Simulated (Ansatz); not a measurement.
# Au (P6_3/mmc) in Ansatz: notebook

The runs below take Au through single point, equation of state, with LDA.

Everything below comes from runs of Ansatz 0.2.0. Logs are shortened: lines on timing, memory, paths and dates and some standing lists are left out, and cuts for length are marked.

### 1 The structure

It takes space group P6_3/mmc (No. 194, hexagonal). Conventional cell: a = 2.900 Å, b = 2.900 Å, c = 4.880 Å, α = 90.00°, β = 90.00°, γ = 120.00°. Around Au (site symmetry -6m2) lie 12 Au at 2.90 to 2.96 Å.

This isn't the form of Au at room conditions, which is fcc.

### 2 Single point, LDA, 16.70 Å³/atom (volume scaled by 0.94)

input.yaml

```yaml
crystal:
  lattice:
    - [2.8407997153, 0.0, 0.0]
    - [-1.4203998576, 2.4602047205, 0.0]
    - [0.0, 0.0, 4.7803802105]
  atoms:
    - { symbol: Au, position: [0.6666666667, 0.3333333333, 0.25] }
    - { symbol: Au, position: [0.3333333333, 0.6666666667, 0.75] }
kpoints:
  mp_grid: { grid: [11, 11, 6] }
scf:
  occupations: { method: fermi_dirac, width: 0.05 }
hamiltonian:
  xc: lda
  pseudopotentials: { kind: all_electron, lapw: { basis_error: 0.001 } }
output:
  forces: true
  stress: true
  eigenvalues: true
```

Potentials or basis: all-electron LAPW, scalar-relativistic.

Run with:

```console
$ ansatz run input.yaml --threads 1 --pin off --max-ram 3072MiB --backend cpu --events-out ev --progress --plain --runs-dir out
```

The log of the run:

```text
Warning: RAYON_NUM_THREADS=1 ignored (pool sized by the plan → 1); use --threads N
LAPW: plane waves up to 8.210 Å⁻¹, error target 1.0e-3 eV per atom; small_component_spin mean_spin; Au in spheres of 1.420 Å, 43 of its electrons in bands, Dirac shells [] (how accurate: hamiltonian.pseudopotentials.lapw.basis_error, Limitations)
Engine: ansatz 0.2.0, aarch64-unknown-linux-gnu
Pseudopotentials: kind: all_electron
Pseudopotential: Au, LAPW, valence charge 43, lapw/all_electron/scalar/gaussian/Au, Koelling and Harmon's equation, gaussian nucleus
Functional definition: SPW92
  exchange = slater_x
  correlation = pw_c
Crystal: 2 atoms, lattice volume = 33.410 Å³
Basis set: ecut = 256.80733061787436 eV, 313 PW (Γ), exchange–correlation at level 2
Bands: 52, of which v1, the nominal top of the filled ones, is band 43 counted from 1 (42 counted from 0)
Symmetry: 24 space group operations
Space group: P63/mmc (ITA 194), of the structure as read, at distance tolerance 3.2e-5 Å
k-points: 64 of 726
Non-local potential: Au, projectors of the file, none
Initial density: superposition of atomic densities (chi_scale 0.1, normalization cell)
Initial wavefunctions: plane waves of lowest kinetic energy (no species holds an atomic orbital)
Functional: x = slater, c = lda
iter 1 solved again at ethr=1.51e-4 eV; its pass at ethr=1.00e-1 eV (dr2=1.30e-1 eV) is discarded
SCF iter   1: F=—  HF=-1033882.019306 eV  |F-HF|=—  |Δ(HF+E_count)|=         —  Δρ=2.61e-2  dr2=1.30e-1  ethr=1.51e-4  ⟨swp⟩=3.0  Hψ=20653  notcnv=0
preconditioner: auto → LDOS  [insulator: Δε(μ)=0.170 eV  Ē_g=15.755 eV  σ=0.050 eV  W_gap=0.69  n_scr=22 (ndim 8)  ℏωp=30.1 eV  f_vac=0.036  D(μ)=0.62/eV (n_scr^D=2)  ε∞_Penn≈4.7  β→1.0]
SCF iter   2: F=—  HF=-1033882.266722 eV  |F-HF|=—  |Δ(HF+E_count)|=   2.47e-1  Δρ=1.10e-2  dr2=2.43e-2  ethr=1.51e-4  ⟨swp⟩=3.0  Hψ=10732  notcnv=0
iter 3 solved again at ethr=6.36e-7 eV; its pass at ethr=2.82e-5 eV (dr2=5.47e-4 eV) is discarded
SCF iter   3: F=—  HF=-1033881.392385 eV  |F-HF|=—  |Δ(HF+E_count)|=   8.74e-1  Δρ=1.86e-3  dr2=5.47e-4  ethr=6.36e-7  ⟨swp⟩=2.0  Hψ=17620  notcnv=0
SCF iter   4: F=—  HF=-1033881.388312 eV  |F-HF|=—  |Δ(HF+E_count)|=   4.07e-3  Δρ=1.27e-3  dr2=2.93e-4  ethr=6.36e-7  ⟨swp⟩=2.9  Hψ=9735  notcnv=0
SCF iter   5: F=—  HF=-1033881.388113 eV  |F-HF|=—  |Δ(HF+E_count)|=   1.99e-4  Δρ=3.48e-4  dr2=2.26e-5  ethr=3.41e-7  ⟨swp⟩=2.0  Hψ=9611  notcnv=0
SCF iter   6: F=—  HF=-1033881.388117 eV  |F-HF|=—  |Δ(HF+E_count)|=   4.44e-6  Δρ=2.65e-5  dr2=1.37e-7  ethr=2.63e-8  ⟨swp⟩=2.0  Hψ=9611  notcnv=0
SCF iter   7: F=-1033881.388117 eV  HF=-1033881.388117 eV  |F-HF|=9.31e-10  |Δ(HF+E_count)|=   8.74e-8  Δρ=2.20e-6  dr2=9.95e-10  ethr=1.59e-10  ⟨swp⟩=2.6  Hψ=9661  notcnv=0
SCF 1 converged in 7 iterations: F = -1033881.388117 eV  dr2 = 9.95e-10
SCF converged after 7 iterations
Free energy (F): -1033881.388117 eV
Harris-Foulkes:  -1033881.388117 eV  (|F-HF|=9.31e-10)
Internal energy: -1033881.379619 eV  (E = F + TS)
E sigma→0 (E₀):  -1033881.383868 eV
Entropy (-TS):   -0.008498 eV (-4.249 meV/atom)
Fermi energy:    25.400639 eV
--- Per-component energies (eV) ---
  E_band       = -7666.906595
  E_kinetic    = 1178063.464944
  E_xc         = -19257.171305
  E_electrostatic = -2192687.673257  (all electrons and nuclei)
  E_smearing   = -0.008498  (= −TS)
  E_closure    = 0.000000  (closes the sum)
  E_atoms      = -1033872.446372  (free atoms, spherical and without spin; not in F)
  Σ components = -1033881.388117   (vs F -1033881.388117, Δ=0.00e0)
  Basis errors (estimates in eV, not in F): energy 2.1e-4 per atom: plane waves 2.0e-4 (1.0e-4 summed), levels above the bands 4.2e-172, relativity 8.2e-9, radial functions 1.2e-5, core shells 2.3e-8; eigenvalues (radial functions only) 6.5e-6; not estimated: angular momenta, meshes, grids; target (lapw.basis_error) 1.0e-3; muffin-tin radii Au 1.420 Å
--- Forces (eV/Å), atoms counted from 1 ---
  atom   1  Au    -0.00000000     0.00000000     0.00000000
  atom   2  Au    -0.00000000    -0.00000000     0.00000000
  max |Σ_I F_I| component: 4.63e-18 eV/Å
--- Stress (GPa, compression-positive) ---
       -0.903726       0.000000       0.000000
        0.000000      -0.903726       0.000000
        0.000000       0.000000      -2.050136
  P = ⅓ Tr σ = -1.2859 GPa (-12.859 kbar)
--- Band table (eV; the first three rows and the last of 64) ---
  k-point 0: bands = ["-297.0494", "-297.0494", "-297.0432", "-297.0432", "-297.0432", "-297.0432", "-297.0369", "-297.0369", "-297.0369", "-297.0369", "-80.1995", "-80.1884", "-53.2820", "-53.2816", "-53.2801", "-53.2801", "-53.2789", "-53.2788", "-53.2774", "-53.2774", "-53.2768", "-53.2768", "-53.2705", "-53.2705", "-53.2705", "-53.2705", "-31.6317", "-31.4389", "-31.4389", "-31.4160", "-31.4089", "-31.4089", "15.2915", "17.8171", "20.4530", "20.7694", "20.7694", "21.0944", "21.0944", "21.8367", "21.8367", "23.2620", "23.2620", "24.1246", "28.1549", "39.9977", "41.0677", "42.1801", "44.0815", "44.0815", "46.6996", "46.6996"]
  k-point 1: bands = ["-297.0494", "-297.0494", "-297.0432", "-297.0432", "-297.0432", "-297.0432", "-297.0369", "-297.0369", "-297.0369", "-297.0369", "-80.1988", "-80.1891", "-53.2820", "-53.2816", "-53.2801", "-53.2801", "-53.2789", "-53.2788", "-53.2773", "-53.2773", "-53.2768", "-53.2768", "-53.2705", "-53.2705", "-53.2705", "-53.2705", "-31.6174", "-31.4369", "-31.4369", "-31.4306", "-31.4109", "-31.4109", "15.5240", "17.7975", "20.3984", "20.7219", "20.7219", "21.0259", "21.0259", "22.0074", "22.0074", "22.9054", "23.2238", "23.2238", "29.8255", "39.4939", "41.4277", "41.6880", "43.7652", "43.7652", "46.6765", "46.6765"]
  k-point 2: bands = ["-297.0494", "-297.0494", "-297.0432", "-297.0432", "-297.0432", "-297.0432", "-297.0369", "-297.0369", "-297.0369", "-297.0369", "-80.1967", "-80.1912", "-53.2819", "-53.2817", "-53.2801", "-53.2801", "-53.2789", "-53.2789", "-53.2772", "-53.2772", "-53.2769", "-53.2769", "-53.2705", "-53.2705", "-53.2705", "-53.2705", "-31.5783", "-31.4705", "-31.4314", "-31.4314", "-31.4164", "-31.4164", "16.1709", "17.6189", "20.3075", "20.6795", "20.6795", "20.8720", "20.8720", "21.2845", "22.3846", "22.3846", "23.0751", "23.0751", "32.8684", "38.5803", "40.7390", "40.8265", "43.6088", "43.6088", "45.2223", "45.2223"]
  k-point 63: bands = ["-297.0494", "-297.0494", "-297.0432", "-297.0432", "-297.0432", "-297.0432", "-297.0369", "-297.0369", "-297.0369", "-297.0369", "-80.1825", "-80.1825", "-53.2815", "-53.2815", "-53.2801", "-53.2801", "-53.2794", "-53.2794", "-53.2775", "-53.2775", "-53.2774", "-53.2774", "-53.2704", "-53.2704", "-53.2703", "-53.2703", "-31.6084", "-31.6084", "-31.5561", "-31.5561", "-31.4640", "-31.4640", "19.2137", "19.2137", "19.9936", "19.9936", "20.7199", "20.7199", "21.7543", "21.7543", "23.3397", "23.3397", "29.2359", "29.2359", "30.0051", "30.0051", "32.9029", "32.9029", "40.9827", "40.9827", "43.8594", "43.8594"]
```

Run time: 28 s. Hardware: 1 thread of Arm Neoverse V2, shared host; peak memory 0.43 GiB.

Results:

- Free energy: -1033881.3881 eV
- Pressure: -1.3 GPa
- Band gap on the k mesh: none (metal or under the smearing width)

### 3 Single point, LDA, 17.06 Å³/atom (volume scaled by 0.96)

Edit input.yaml of step 2 so:

```diff
@@ -2,5 +2,5 @@
   lattice:
-    - [2.8407997153, 0.0, 0.0]
-    - [-1.4203998576, 2.4602047205, 0.0]
-    - [0.0, 0.0, 4.7803802105]
+    - [2.8608060062, 0.0, 0.0]
+    - [-1.4304030031, 2.4775306767, 0.0]
+    - [0.0, 0.0, 4.8140459691]
   atoms:
```

Potentials or basis: all-electron LAPW, scalar-relativistic.

Run with:

```console
$ ansatz run input.yaml --threads 1 --pin off --max-ram 3072MiB --backend cpu --events-out ev --progress --plain --runs-dir out
```

It took 28 s on 1 thread of Arm Neoverse V2, shared host; peak memory 0.43 GiB.

The run converged. Its results:

```
Free energy            : -1033881.3742 eV
Pressure               : -4.9 GPa
Band gap on the k mesh : none (metal or under the smearing width)
```

### 4 Single point, LDA, 17.42 Å³/atom (volume scaled by 0.98)

Edit input.yaml of step 3 so:

```diff
@@ -2,5 +2,5 @@
   lattice:
-    - [2.8608060062, 0.0, 0.0]
-    - [-1.4304030031, 2.4775306767, 0.0]
-    - [0.0, 0.0, 4.8140459691]
+    - [2.8805363263, 0.0, 0.0]
+    - [-1.4402681631, 2.4946176351, 0.0]
+    - [0.0, 0.0, 4.8472473353]
   atoms:
```

Run with:

```console
$ ansatz run input.yaml --threads 1 --pin off --max-ram 3072MiB --backend cpu --events-out ev --progress --plain --runs-dir out
```

Wall time 28 s (1 thread of Arm Neoverse V2, shared host); peak memory 0.43 GiB.

Results (log left out):

| Quantity | Value |
| --- | --- |
| Free energy | -1033881.3452 eV |
| Pressure | -8.1 GPa |
| Band gap on the k mesh | none (metal or under the smearing width) |

### 5 Single point, LDA, 17.77 Å³/atom

Edit input.yaml of step 4 so:

```diff
@@ -2,5 +2,5 @@
   lattice:
-    - [2.8805363263, 0.0, 0.0]
-    - [-1.4402681631, 2.4946176351, 0.0]
-    - [0.0, 0.0, 4.8472473353]
+    - [2.9, 0.0, 0.0]
+    - [-1.45, 2.511473671, 0.0]
+    - [0.0, 0.0, 4.88]
   atoms:
```

Run with:

```console
$ ansatz run input.yaml --threads 1 --pin off --max-ram 3072MiB --backend cpu --events-out ev --progress --plain --runs-dir out
```

Run time: 28 s. Hardware: 1 thread of Arm Neoverse V2, shared host; peak memory 0.43 GiB.

It converged, with:

| Property | Result |
| --- | --- |
| Free energy | -1033881.3033 eV |
| Pressure | -10.8 GPa |
| Band gap on the k mesh | none (metal or under the smearing width) |

### 6 Single point, LDA, 18.13 Å³/atom (volume scaled by 1.02)

Edit input.yaml of step 5 so:

```diff
@@ -2,5 +2,5 @@
   lattice:
-    - [2.9, 0.0, 0.0]
-    - [-1.45, 2.511473671, 0.0]
-    - [0.0, 0.0, 4.88]
+    - [2.9192058577, 0.0, 0.0]
+    - [-1.4596029289, 2.5281064317, 0.0]
+    - [0.0, 0.0, 4.9123188227]
   atoms:
```

Potentials or basis: all-electron LAPW, scalar-relativistic.

Run with:

```console
$ ansatz run input.yaml --threads 1 --pin off --max-ram 3072MiB --backend cpu --events-out ev --progress --plain --runs-dir out
```

It took 27 s on 1 thread of Arm Neoverse V2, shared host; peak memory 0.43 GiB.

It converged, with:

- Free energy: -1033881.2500 eV
- Pressure: -13.2 GPa
- Band gap on the k mesh: none (metal or under the smearing width)

### 7 Single point, LDA, 18.48 Å³/atom (volume scaled by 1.04)

Edit input.yaml of step 6 so:

```diff
@@ -2,5 +2,5 @@
   lattice:
-    - [2.9192058577, 0.0, 0.0]
-    - [-1.4596029289, 2.5281064317, 0.0]
-    - [0.0, 0.0, 4.9123188227]
+    - [2.9381622711, 0.0, 0.0]
+    - [-1.4690811355, 2.5445231672, 0.0]
+    - [0.0, 0.0, 4.9442178906]
   atoms:
```

Run with:

```console
$ ansatz run input.yaml --threads 1 --pin off --max-ram 3072MiB --backend cpu --events-out ev --progress --plain --runs-dir out
```

Run time: 29 s. Hardware: 1 thread of Arm Neoverse V2, shared host; peak memory 0.43 GiB.

Results (log left out):

| Item | Value |
| --- | --- |
| Free energy | -1033881.1870 eV |
| Pressure | -15.2 GPa |
| Band gap on the k mesh | none (metal or under the smearing width) |

### 8 Single point, LDA, 18.84 Å³/atom (volume scaled by 1.06)

Edit input.yaml of step 7 so:

```diff
@@ -2,5 +2,5 @@
   lattice:
-    - [2.9381622711, 0.0, 0.0]
-    - [-1.4690811355, 2.5445231672, 0.0]
-    - [0.0, 0.0, 4.9442178906]
+    - [2.956877185, 0.0, 0.0]
+    - [-1.4784385925, 2.5607307581, 0.0]
+    - [0.0, 0.0, 4.9757105734]
   atoms:
```

Run with:

```console
$ ansatz run input.yaml --threads 1 --pin off --max-ram 3072MiB --backend cpu --events-out ev --progress --plain --runs-dir out
```

Run time: 27 s. Hardware: 1 thread of Arm Neoverse V2, shared host; peak memory 0.43 GiB.

The run converged. Its results:

```yaml
Free_energy: -1033881.1157 eV
Pressure: -16.9 GPa
Band_gap_on_the_k_mesh: none (metal or under the smearing width)
```

### 9 Equation of state, LDA

Potentials or basis: all-electron LAPW, scalar-relativistic.

No new run: the results of the series are fitted here.

What came out:

- Equilibrium volume: 16.59 Å³/atom (rough: see the caveat)
- Bulk modulus at fixed shape and positions: 190 GPa (rough)

Energy against volume, from the lowest point:
```
volume (Å³/atom)  energy (meV/atom)
          16.705               0.00
          17.060               6.97
          17.416              21.45
          17.771              42.43
          18.127              69.05
          18.482             100.55
          18.837             136.21
```

Caveat: the minimum lies outside the volumes run; the cell was scaled at fixed shape and fractional positions, which overstates the stiffness of a crystal with free parameters, most of all of layers and chains.
